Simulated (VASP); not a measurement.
# PtS2 (P-3m1) in VASP: notebook, part 8 of 9

VASP 6.6.1. The steps go on from the part before.

### 89 Equation of state, r2SCAN, 17.71 Å³/atom

Input file INCAR:

```
PREC     = Accurate       # precision mode
ENCUT    = 350            # plane-wave cutoff, eV
EDIFF    = 1E-7           # SCF threshold, eV
ISMEAR   = 0              # smearing method
SIGMA    = 0.05           # smearing width, eV
LREAL    = F              # projectors in reciprocal space
LASPH    = T              # aspherical terms in the spheres
NELM     = 100            # most SCF steps
ALGO     = Normal         # electronic algorithm
ISIF     = 2              # what is computed and relaxed
LWAVE    = F              # write WAVECAR
LCHARG   = F              # write CHGCAR
METAGGA  = R2SCAN         # meta-GGA
LMIXTAU  = T            
ADDGRID  = F
```

Input file KPOINTS:

```
Automatic mesh
0
Gamma
  6 6 4
```

Input file POSCAR:

```
PtS2
1.0
    3.5074076539      0.0000000000      0.0000000000
   -1.7537038269      3.0375041297      0.0000000000
    0.0000000000      0.0000000000      4.9878995503
Pt S
1 2
Direct
    0.0000000000      0.0000000000      0.0000000000
    0.6666666667      0.3333333333      0.7730000000
    0.3333333333      0.6666666667      0.2270000000
```

Launch:

```bash
$ cat potpaw_PBE.64/Pt/POTCAR potpaw_PBE.64/S/POTCAR > POTCAR
$ mpirun -np 1 vasp_std > vasp.out
```

It took 33 s on 1 thread of Intel Xeon Platinum 8559C (Emerald Rapids), shared host; peak memory 0.15 GiB.

These settings aren't checked as converged: the numbers below hold their error.

Results:

```
Free energy            : -68.6114 eV
Pressure               : 14.9 GPa
Largest force          : 1.714 eV/Å
Band gap on the k mesh : 1.17 eV, indirect (least direct gap 1.73 eV)
```

Caveat: the PAW data sets were made with another functional, which shifts forces and pressure a little; spin-orbit coupling is left out, which moves the levels of the heavy elements.

### 90 Equation of state, r2SCAN, 18.81 Å³/atom

INCAR is that of step 89.

KPOINTS is that of step 89.

Input file POSCAR:

```
PtS2
1.0
    3.5782834698      0.0000000000      0.0000000000
   -1.7891417349      3.0988843868      0.0000000000
    0.0000000000      0.0000000000      5.0886923537
Pt S
1 2
Direct
    0.0000000000      0.0000000000      0.0000000000
    0.6666666667      0.3333333333      0.7730000000
    0.3333333333      0.6666666667      0.2270000000
```

Potentials or basis: VASP PAW PBE potentials, release 64 (Pt, S).

Launch:

```bash
$ cat potpaw_PBE.64/Pt/POTCAR potpaw_PBE.64/S/POTCAR > POTCAR
$ mpirun -np 1 vasp_std > vasp.out
```

Wall time 32 s (1 thread of Intel Xeon Platinum 8559C (Emerald Rapids), shared host); peak memory 0.15 GiB.

The run converged, but some of its settings lie outside the range that counts as converged, so its numbers aren't taken as properties of the crystal.

What came out:

```yaml
Free_energy: -68.8057 eV
Pressure: 4.2 GPa
Largest_force: 0.768 eV/Å
Band_gap_on_the_k_mesh: 1.10 eV, indirect (least direct gap 1.62 eV)
```

Caveat: the PAW data sets were made with another functional, which shifts forces and pressure a little; spin-orbit coupling is left out, which moves the levels of the heavy elements.

### 91 Equation of state, r2SCAN, 17.71 Å³/atom

INCAR: that of step 90 with these lines changed.

```diff
@@ -1,3 +1,3 @@
 PREC     = Accurate       # precision mode
-ENCUT    = 350            # plane-wave cutoff, eV
+ENCUT    = 400            # plane-wave cutoff, eV
 EDIFF    = 1E-7           # SCF threshold, eV
```

KPOINTS is that of step 90.

Input file POSCAR:

```
PtS2
1.0
    3.5074076539      0.0000000000      0.0000000000
   -1.7537038269      3.0375041297      0.0000000000
    0.0000000000      0.0000000000      4.9878995503
Pt S
1 2
Direct
    0.0000000000      0.0000000000      0.0000000000
    0.6666666667      0.3333333333      0.7730000000
    0.3333333333      0.6666666667      0.2270000000
```

Launch:

```bash
$ cat potpaw_PBE.64/Pt/POTCAR potpaw_PBE.64/S/POTCAR > POTCAR
$ mpirun -np 1 vasp_std > vasp.out
```

Run time: 36 s. Hardware: 1 thread of Intel Xeon Platinum 8559C (Emerald Rapids), shared host; peak memory 0.16 GiB.

These settings aren't checked as converged: the numbers below hold their error.

What came out:

| Quantity | Value |
| --- | --- |
| Free energy | -68.6130 eV |
| Pressure | 15.1 GPa |
| Largest force | 1.713 eV/Å |
| Band gap on the k mesh | 1.17 eV, indirect (least direct gap 1.73 eV) |

Caveat: the PAW data sets were made with another functional, which shifts forces and pressure a little; spin-orbit coupling is left out, which moves the levels of the heavy elements.

### 92 Equation of state, r2SCAN, 18.81 Å³/atom

INCAR is that of step 91.

KPOINTS is that of step 91.

Input file POSCAR:

```
PtS2
1.0
    3.5782834698      0.0000000000      0.0000000000
   -1.7891417349      3.0988843868      0.0000000000
    0.0000000000      0.0000000000      5.0886923537
Pt S
1 2
Direct
    0.0000000000      0.0000000000      0.0000000000
    0.6666666667      0.3333333333      0.7730000000
    0.3333333333      0.6666666667      0.2270000000
```

Launch:

```bash
$ cat potpaw_PBE.64/Pt/POTCAR potpaw_PBE.64/S/POTCAR > POTCAR
$ mpirun -np 1 vasp_std > vasp.out
```

Run time: 36 s. Hardware: 1 thread of Intel Xeon Platinum 8559C (Emerald Rapids), shared host; peak memory 0.16 GiB.

These settings aren't checked as converged: the numbers below hold their error.

What came out:

| Quantity | Value |
| --- | --- |
| Free energy | -68.8074 eV |
| Pressure | 4.3 GPa |
| Largest force | 0.767 eV/Å |
| Band gap on the k mesh | 1.10 eV, indirect (least direct gap 1.62 eV) |

Caveat: the PAW data sets were made with another functional, which shifts forces and pressure a little; spin-orbit coupling is left out, which moves the levels of the heavy elements.

### 93 Equation of state, r2SCAN, 17.71 Å³/atom

INCAR: that of step 92 with these lines changed.

```diff
@@ -1,3 +1,3 @@
 PREC     = Accurate       # precision mode
-ENCUT    = 400            # plane-wave cutoff, eV
+ENCUT    = 250            # plane-wave cutoff, eV
 EDIFF    = 1E-7           # SCF threshold, eV
```

Input file KPOINTS:

```
Automatic mesh
0
Gamma
  11 11 7
```

Input file POSCAR:

```
PtS2
1.0
    3.5074076539      0.0000000000      0.0000000000
   -1.7537038269      3.0375041297      0.0000000000
    0.0000000000      0.0000000000      4.9878995503
Pt S
1 2
Direct
    0.0000000000      0.0000000000      0.0000000000
    0.6666666667      0.3333333333      0.7730000000
    0.3333333333      0.6666666667      0.2270000000
```

Potentials or basis: VASP PAW PBE potentials, release 64 (Pt, S).

Launch:

```bash
$ cat potpaw_PBE.64/Pt/POTCAR potpaw_PBE.64/S/POTCAR > POTCAR
$ mpirun -np 1 vasp_std > vasp.out
```

It took 75 s on 1 thread of Intel Xeon Platinum 8559C (Emerald Rapids), shared host; peak memory 0.14 GiB.

The run converged, but a check on its numbers failed (symmetry, net force, bounds or a known fault of this set-up), so they aren't taken as properties of the crystal.

Caveat: the cutoff lies under the usual one of these potentials, so the numbers hold a large basis-set error; the PAW data sets were made with another functional, which shifts forces and pressure a little; spin-orbit coupling is left out, which moves the levels of the heavy elements; an odd mesh through Γ misses points on the zone boundary, where band edges often lie.

### 94 Equation of state, r2SCAN, 18.81 Å³/atom

INCAR is that of step 93.

KPOINTS is that of step 93.

Input file POSCAR:

```
PtS2
1.0
    3.5782834698      0.0000000000      0.0000000000
   -1.7891417349      3.0988843868      0.0000000000
    0.0000000000      0.0000000000      5.0886923537
Pt S
1 2
Direct
    0.0000000000      0.0000000000      0.0000000000
    0.6666666667      0.3333333333      0.7730000000
    0.3333333333      0.6666666667      0.2270000000
```

Launch:

```bash
$ cat potpaw_PBE.64/Pt/POTCAR potpaw_PBE.64/S/POTCAR > POTCAR
$ mpirun -np 1 vasp_std > vasp.out
```

It took 64 s on 1 thread of Intel Xeon Platinum 8559C (Emerald Rapids), shared host; peak memory 0.14 GiB.

The run converged, but a check on its numbers failed (symmetry, net force, bounds or a known fault of this set-up), so they aren't taken as properties of the crystal.

Caveat: the cutoff lies under the usual one of these potentials, so the numbers hold a large basis-set error; the PAW data sets were made with another functional, which shifts forces and pressure a little; spin-orbit coupling is left out, which moves the levels of the heavy elements; an odd mesh through Γ misses points on the zone boundary, where band edges often lie.

### 95 Equation of state, r2SCAN, 17.71 Å³/atom

INCAR: that of step 94 with these lines changed.

```diff
@@ -1,3 +1,3 @@
 PREC     = Accurate       # precision mode
-ENCUT    = 250            # plane-wave cutoff, eV
+ENCUT    = 300            # plane-wave cutoff, eV
 EDIFF    = 1E-7           # SCF threshold, eV
```

KPOINTS is that of step 94.

Input file POSCAR:

```
PtS2
1.0
    3.5074076539      0.0000000000      0.0000000000
   -1.7537038269      3.0375041297      0.0000000000
    0.0000000000      0.0000000000      4.9878995503
Pt S
1 2
Direct
    0.0000000000      0.0000000000      0.0000000000
    0.6666666667      0.3333333333      0.7730000000
    0.3333333333      0.6666666667      0.2270000000
```

Launch:

```bash
$ cat potpaw_PBE.64/Pt/POTCAR potpaw_PBE.64/S/POTCAR > POTCAR
$ mpirun -np 1 vasp_std > vasp.out
```

Run time: 89 s. Hardware: 1 thread of Intel Xeon Platinum 8559C (Emerald Rapids), shared host; peak memory 0.15 GiB.

The run converged, but some of its settings lie outside the range that counts as converged, so its numbers aren't taken as properties of the crystal.

What came out:

| Item | Value |
| --- | --- |
| Free energy | -68.6168 eV |
| Pressure | 14.6 GPa |
| Largest force | 1.714 eV/Å |
| Band gap on the k mesh | 0.94 eV, indirect (least direct gap 1.22 eV) |

Caveat: the cutoff is under 1.25 times the usual one of these potentials, so pressure, stress and relaxed cells hold a basis-set (Pulay) error; the PAW data sets were made with another functional, which shifts forces and pressure a little; spin-orbit coupling is left out, which moves the levels of the heavy elements; an odd mesh through Γ misses points on the zone boundary, where band edges often lie.

### 96 Equation of state, r2SCAN, 18.81 Å³/atom

INCAR is that of step 95.

KPOINTS is that of step 95.

Input file POSCAR:

```
PtS2
1.0
    3.5782834698      0.0000000000      0.0000000000
   -1.7891417349      3.0988843868      0.0000000000
    0.0000000000      0.0000000000      5.0886923537
Pt S
1 2
Direct
    0.0000000000      0.0000000000      0.0000000000
    0.6666666667      0.3333333333      0.7730000000
    0.3333333333      0.6666666667      0.2270000000
```

Potentials or basis: VASP PAW PBE potentials, release 64 (Pt, S).

Launch:

```bash
$ cat potpaw_PBE.64/Pt/POTCAR potpaw_PBE.64/S/POTCAR > POTCAR
$ mpirun -np 1 vasp_std > vasp.out
```

Run time: 98 s. Hardware: 1 thread of Intel Xeon Platinum 8559C (Emerald Rapids), shared host; peak memory 0.16 GiB.

These settings aren't checked as converged: the numbers below hold their error.

What came out:

| Item | Value |
| --- | --- |
| Free energy | -68.8109 eV |
| Pressure | 3.9 GPa |
| Largest force | 0.766 eV/Å |
| Band gap on the k mesh | 0.86 eV, indirect (least direct gap 1.13 eV) |

Caveat: the cutoff is under 1.25 times the usual one of these potentials, so pressure, stress and relaxed cells hold a basis-set (Pulay) error; the PAW data sets were made with another functional, which shifts forces and pressure a little; spin-orbit coupling is left out, which moves the levels of the heavy elements; an odd mesh through Γ misses points on the zone boundary, where band edges often lie.

### 97 Equation of state, r2SCAN, 17.71 Å³/atom

INCAR: that of step 96 with these lines changed.

```diff
@@ -1,3 +1,3 @@
 PREC     = Accurate       # precision mode
-ENCUT    = 300            # plane-wave cutoff, eV
+ENCUT    = 350            # plane-wave cutoff, eV
 EDIFF    = 1E-7           # SCF threshold, eV
```

KPOINTS is that of step 96.

Input file POSCAR:

```
PtS2
1.0
    3.5074076539      0.0000000000      0.0000000000
   -1.7537038269      3.0375041297      0.0000000000
    0.0000000000      0.0000000000      4.9878995503
Pt S
1 2
Direct
    0.0000000000      0.0000000000      0.0000000000
    0.6666666667      0.3333333333      0.7730000000
    0.3333333333      0.6666666667      0.2270000000
```

Launch:

```bash
$ cat potpaw_PBE.64/Pt/POTCAR potpaw_PBE.64/S/POTCAR > POTCAR
$ mpirun -np 1 vasp_std > vasp.out
```

Run time: 97 s. Hardware: 1 thread of Intel Xeon Platinum 8559C (Emerald Rapids), shared host; peak memory 0.17 GiB.

The run converged, but some of its settings lie outside the range that counts as converged, so its numbers aren't taken as properties of the crystal.

What came out:

* Free energy: -68.6138 eV
* Pressure: 14.9 GPa
* Largest force: 1.711 eV/Å
* Band gap on the k mesh: 0.94 eV, indirect (least direct gap 1.22 eV)

Caveat: the PAW data sets were made with another functional, which shifts forces and pressure a little; spin-orbit coupling is left out, which moves the levels of the heavy elements; an odd mesh through Γ misses points on the zone boundary, where band edges often lie.

### 98 Equation of state, r2SCAN, 18.81 Å³/atom

INCAR is that of step 97.

KPOINTS is that of step 97.

Input file POSCAR:

```
PtS2
1.0
    3.5782834698      0.0000000000      0.0000000000
   -1.7891417349      3.0988843868      0.0000000000
    0.0000000000      0.0000000000      5.0886923537
Pt S
1 2
Direct
    0.0000000000      0.0000000000      0.0000000000
    0.6666666667      0.3333333333      0.7730000000
    0.3333333333      0.6666666667      0.2270000000
```

Launch:

```bash
$ cat potpaw_PBE.64/Pt/POTCAR potpaw_PBE.64/S/POTCAR > POTCAR
$ mpirun -np 1 vasp_std > vasp.out
```

Run time: 95 s. Hardware: 1 thread of Intel Xeon Platinum 8559C (Emerald Rapids), shared host; peak memory 0.18 GiB.

The run converged, but some of its settings lie outside the range that counts as converged, so its numbers aren't taken as properties of the crystal.

What came out:

```yaml
Free_energy: -68.8075 eV
Pressure: 4.1 GPa
Largest_force: 0.766 eV/Å
Band_gap_on_the_k_mesh: 0.86 eV, indirect (least direct gap 1.13 eV)
```

Caveat: the PAW data sets were made with another functional, which shifts forces and pressure a little; spin-orbit coupling is left out, which moves the levels of the heavy elements; an odd mesh through Γ misses points on the zone boundary, where band edges often lie.

### 99 Equation of state, r2SCAN, 17.71 Å³/atom

INCAR: that of step 98 with these lines changed.

```diff
@@ -1,3 +1,3 @@
 PREC     = Accurate       # precision mode
-ENCUT    = 350            # plane-wave cutoff, eV
+ENCUT    = 400            # plane-wave cutoff, eV
 EDIFF    = 1E-7           # SCF threshold, eV
```

KPOINTS is that of step 98.

Input file POSCAR:

```
PtS2
1.0
    3.5074076539      0.0000000000      0.0000000000
   -1.7537038269      3.0375041297      0.0000000000
    0.0000000000      0.0000000000      4.9878995503
Pt S
1 2
Direct
    0.0000000000      0.0000000000      0.0000000000
    0.6666666667      0.3333333333      0.7730000000
    0.3333333333      0.6666666667      0.2270000000
```

Potentials or basis: VASP PAW PBE potentials, release 64 (Pt, S).

Launch:

```bash
$ cat potpaw_PBE.64/Pt/POTCAR potpaw_PBE.64/S/POTCAR > POTCAR
$ mpirun -np 1 vasp_std > vasp.out
```

Wall time 1.8 min (1 thread of Intel Xeon Platinum 8559C (Emerald Rapids), shared host); peak memory 0.2 GiB.

These settings aren't checked as converged: the numbers below hold their error.

Results:

| Item | Value |
| --- | --- |
| Free energy | -68.6154 eV |
| Pressure | 15.0 GPa |
| Largest force | 1.711 eV/Å |
| Band gap on the k mesh | 0.93 eV, indirect (least direct gap 1.22 eV) |

Caveat: the PAW data sets were made with another functional, which shifts forces and pressure a little; spin-orbit coupling is left out, which moves the levels of the heavy elements; an odd mesh through Γ misses points on the zone boundary, where band edges often lie.

### 100 Equation of state, r2SCAN, 18.81 Å³/atom

INCAR is that of step 99.

KPOINTS is that of step 99.

Input file POSCAR:

```
PtS2
1.0
    3.5782834698      0.0000000000      0.0000000000
   -1.7891417349      3.0988843868      0.0000000000
    0.0000000000      0.0000000000      5.0886923537
Pt S
1 2
Direct
    0.0000000000      0.0000000000      0.0000000000
    0.6666666667      0.3333333333      0.7730000000
    0.3333333333      0.6666666667      0.2270000000
```

Launch:

```bash
$ cat potpaw_PBE.64/Pt/POTCAR potpaw_PBE.64/S/POTCAR > POTCAR
$ mpirun -np 1 vasp_std > vasp.out
```

It took 1.8 min on 1 thread of Intel Xeon Platinum 8559C (Emerald Rapids), shared host; peak memory 0.19 GiB.

The run converged, but some of its settings lie outside the range that counts as converged, so its numbers aren't taken as properties of the crystal.

What came out:

```yaml
Free_energy: -68.8093 eV
Pressure: 4.3 GPa
Largest_force: 0.766 eV/Å
Band_gap_on_the_k_mesh: 0.86 eV, indirect (least direct gap 1.13 eV)
```

Caveat: the PAW data sets were made with another functional, which shifts forces and pressure a little; spin-orbit coupling is left out, which moves the levels of the heavy elements; an odd mesh through Γ misses points on the zone boundary, where band edges often lie.

### 101 Equation of state, r2SCAN, 17.71 Å³/atom

INCAR: that of step 100 with these lines changed.

```diff
@@ -3,3 +3,3 @@
 EDIFF    = 1E-7           # SCF threshold, eV
-ISMEAR   = 0              # smearing method
+ISMEAR   = -5             # smearing method
 SIGMA    = 0.05           # smearing width, eV
```

KPOINTS is that of step 100.

Input file POSCAR:

```
PtS2
1.0
    3.5074076539      0.0000000000      0.0000000000
   -1.7537038269      3.0375041297      0.0000000000
    0.0000000000      0.0000000000      4.9878995503
Pt S
1 2
Direct
    0.0000000000      0.0000000000      0.0000000000
    0.6666666667      0.3333333333      0.7730000000
    0.3333333333      0.6666666667      0.2270000000
```

Launch:

```bash
$ cat potpaw_PBE.64/Pt/POTCAR potpaw_PBE.64/S/POTCAR > POTCAR
$ mpirun -np 1 vasp_std > vasp.out
```

Wall time 1.8 min (1 thread of Intel Xeon Platinum 8559C (Emerald Rapids), shared host); peak memory 0.2 GiB.

These settings aren't checked as converged: the numbers below hold their error.

What came out:

```
Free energy            : -68.6154 eV
Pressure               : 15.0 GPa
Largest force          : 1.711 eV/Å
Band gap on the k mesh : 0.93 eV, indirect (least direct gap 1.22 eV)
```

Caveat: the PAW data sets were made with another functional, which shifts forces and pressure a little; spin-orbit coupling is left out, which moves the levels of the heavy elements; an odd mesh through Γ misses points on the zone boundary, where band edges often lie.

### 102 Equation of state, r2SCAN, 18.81 Å³/atom

INCAR is that of step 101.

KPOINTS is that of step 101.

Input file POSCAR:

```
PtS2
1.0
    3.5782834698      0.0000000000      0.0000000000
   -1.7891417349      3.0988843868      0.0000000000
    0.0000000000      0.0000000000      5.0886923537
Pt S
1 2
Direct
    0.0000000000      0.0000000000      0.0000000000
    0.6666666667      0.3333333333      0.7730000000
    0.3333333333      0.6666666667      0.2270000000
```

Potentials or basis: VASP PAW PBE potentials, release 64 (Pt, S).

Launch:

```bash
$ cat potpaw_PBE.64/Pt/POTCAR potpaw_PBE.64/S/POTCAR > POTCAR
$ mpirun -np 1 vasp_std > vasp.out
```

It took 1.8 min on 1 thread of Intel Xeon Platinum 8559C (Emerald Rapids), shared host; peak memory 0.2 GiB.

These settings aren't checked as converged: the numbers below hold their error.

What came out:

```yaml
Free_energy: -68.8093 eV
Pressure: 4.3 GPa
Largest_force: 0.766 eV/Å
Band_gap_on_the_k_mesh: 0.86 eV, indirect (least direct gap 1.13 eV)
```

Caveat: the PAW data sets were made with another functional, which shifts forces and pressure a little; spin-orbit coupling is left out, which moves the levels of the heavy elements; an odd mesh through Γ misses points on the zone boundary, where band edges often lie.

### 103 Equation of state, r2SCAN, 17.71 Å³/atom

INCAR: that of step 102 with these lines changed.

```diff
@@ -1,5 +1,5 @@
-PREC     = Accurate       # precision mode
-ENCUT    = 400            # plane-wave cutoff, eV
+PREC     = Low            # precision mode
+ENCUT    = 500            # plane-wave cutoff, eV
 EDIFF    = 1E-7           # SCF threshold, eV
-ISMEAR   = -5             # smearing method
+ISMEAR   = 0              # smearing method
 SIGMA    = 0.05           # smearing width, eV
```

KPOINTS is that of step 102.

Input file POSCAR:

```
PtS2
1.0
    3.5074076539      0.0000000000      0.0000000000
   -1.7537038269      3.0375041297      0.0000000000
    0.0000000000      0.0000000000      4.9878995503
Pt S
1 2
Direct
    0.0000000000      0.0000000000      0.0000000000
    0.6666666667      0.3333333333      0.7730000000
    0.3333333333      0.6666666667      0.2270000000
```

Launch:

```bash
$ cat potpaw_PBE.64/Pt/POTCAR potpaw_PBE.64/S/POTCAR > POTCAR
$ mpirun -np 1 vasp_std > vasp.out
```

Run time: 84 s. Hardware: 1 thread of Intel Xeon Platinum 8559C (Emerald Rapids), shared host; peak memory 0.17 GiB.

The run converged, but some of its settings lie outside the range that counts as converged, so its numbers aren't taken as properties of the crystal.

Results:

```yaml
Free_energy: -68.6156 eV
Pressure: 15.1 GPa
Largest_force: 1.716 eV/Å
Band_gap_on_the_k_mesh: 0.93 eV, indirect (least direct gap 1.22 eV)
```

Caveat: the PAW data sets were made with another functional, which shifts forces and pressure a little; spin-orbit coupling is left out, which moves the levels of the heavy elements; an odd mesh through Γ misses points on the zone boundary, where band edges often lie.

(Continued in part 9 of 9.)
